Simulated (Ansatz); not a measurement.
The cell is SiC (wurtzite); cell and atoms were relaxed with r2SCAN. The symmetry is P6_3mc (No. 186, hexagonal); conventional cell a = 3.075 Å, c = 5.048 Å, 10.34 Å³ an atom. Around Si lie 4 C at 1.88–1.90 Å; around C lie 4 Si at 1.88–1.90 Å.

```
CELL_PARAMETERS angstrom
3.07536 0.00000 0.00000
-1.53768 2.66334 0.00000
0.00000 0.00000 5.04811
ATOMIC_POSITIONS crystal
Si 0.33333 0.66667 0.99959
Si 0.66667 0.33333 0.49959
C 0.33333 0.66667 0.37541
C 0.66667 0.33333 0.87541
```

The questions ask for values computed with Ansatz on this geometry. No spin polarisation and no zero-point or thermal motion.

Problem. Is there a gap with LDA, and of what kind?

Solution. The LDA gap is indirect, 2.16 eV (Γ to K), below the direct gap of 3.88 eV at M.

Problem. Estimate the gap with PBE on 12×12×6.

Solution. PBE gives an indirect gap of 2.28 eV, from Γ to K; the least direct gap is 3.98 eV at M. The gap differs by +0.12 eV from LDA's.

Problem. What does r2SCAN give for the gap (12×12×6 mesh)?

Solution. r2SCAN gives an indirect gap of 2.65 eV, from Γ to K; the least direct gap is 4.48 eV at M. The gap differs by +0.49 eV from LDA's.

Problem. What does G0W0@PBE with 306 empty bands, a screening cutoff of 220 eV and a 6×6×4 mesh give?

Solution. 3.18 eV (PBE's gap over the path plus the quasiparticle shift read on the mesh). Over the mesh points the PBE gap of 2.27 eV becomes a quasiparticle gap of 3.17 eV (Γ to K), a change of +0.90 eV. Renormalisation factors Z lie between 0.76 and 0.82. G0W0 values are finite-basis, finite-mesh values.

Problem. Roughly how does the cost of the PBE0 run (6×6×4) compare with r2SCAN's (12×12×6)?

Solution. About 5 times as much (50 core-seconds against 9 core-seconds, on 4 threads of Arm Neoverse V2 (shared host)).

Problem. How strongly does the crystal screen a field with clamped ions (r2SCAN)?

Solution. The clamped-ion dielectric constant comes out as 6.47 along x and y, 6.81 along z. Born charges, averaged over directions: Si +2.75, C -2.75 e.

Problem. How do the levels compare, in gap and in cost?

Solution. Set against the finite-basis gap of 3.18 eV from G0W0@PBE (306 empty bands, 220 eV, 6×6×4), the closest functional is DDH-PBE0, which differs by 0.00 eV, at about 9 times r2SCAN's cost; G0W0 itself took about 70 times r2SCAN's cost. The others: HSE06 -0.02, r2SCANh +0.05, r2SCAN -0.53, PBE0 +0.70, PBE -0.90, LDA -1.02, LC-ωPBE +4.76 eV. The yardstick still moved by +0.18 eV in its last step of bands and cutoff, so this order can change. r2SCAN covers 42 % of the step from PBE to HSE06, while HSE06 needs about 5 times r2SCAN's cost (on a coarser mesh). All these functionals give a gap of the same kind, indirect.

The meshes of the hybrids are coarse, so their gaps aren't converged to the digits shown.
